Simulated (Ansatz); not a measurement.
# Structure types of Pt compared at 41 GPa

Structure types of Pt are relaxed in primitive cells with their symmetry kept at 41 GPa, first on PAW files, then by LAPW. The enthalpy is E + pV at zero temperature, without zero-point motion. Only the types listed were tried, and differences under about 5 meV/atom are mesh noise.

All numbers are PBE results (scalar-relativistic) from Ansatz 0.2.0, with Fermi–Dirac smearing of 0.1 eV, no spin polarisation. Methods: LAPW: all electrons, basis error target 0.5 meV/atom; PAW: frozen-core files, cutoff 420 eV.

k meshes: fcc 17×17×17, bcc 18×18×18, hcp 16×16×9, diamond 13×13×13, sc 15×15×15, beta tin 17×17×17.

Spin–orbit coupling is left out, which matters for the heavy atoms.

```json
{"start type": "fcc", "ends as": "fcc, Fm-3m", "a, b, c (Å)": "3.816, 3.816, 3.816", "V (Å³/atom)": "13.89", "H − H(lowest), LAPW (meV/atom)": "0.0"}
{"start type": "bcc", "ends as": "bcc, Im-3m", "a, b, c (Å)": "3.036, 3.036, 3.036", "V (Å³/atom)": "13.99", "H − H(lowest), LAPW (meV/atom)": "132.5"}
{"start type": "hcp", "ends as": "hcp, P6_3/mmc", "a, b, c (Å)": "2.668, 2.668, 4.527", "V (Å³/atom)": "13.95", "H − H(lowest), LAPW (meV/atom)": "82.5"}
{"start type": "diamond", "ends as": "diamond, Fd-3m", "a, b, c (Å)": "5.395, 5.395, 5.395", "V (Å³/atom)": "19.63", "H − H(lowest), LAPW (meV/atom)": "?"}
{"start type": "sc", "ends as": "sc, Pm-3m", "a, b, c (Å)": "2.498, 2.498, 2.498", "V (Å³/atom)": "15.59", "H − H(lowest), LAPW (meV/atom)": "963.7"}
{"start type": "beta tin", "ends as": "beta tin, I4_1/amd", "a, b, c (Å)": "4.812, 4.812, 2.583", "V (Å³/atom)": "14.96", "H − H(lowest), LAPW (meV/atom)": "?"}
```

Problem. Give the missing entry: row "beta tin", column "H − H(lowest), LAPW (meV/atom)".

Solution. 618.1.

Problem. Give the missing entry: row "diamond", column "H − H(lowest), LAPW (meV/atom)".

Solution. 2807.6.

Problem. Split the lead of fcc over hcp into energy and pV.

Solution. For hcp less fcc: ΔE = +66.6 meV/atom, and p·ΔV = 41 GPa × +0.0621 Å³ × 6.242 meV/(GPa·Å³) = +15.9 meV/atom, together 82.5 meV/atom. fcc wins on both counts.
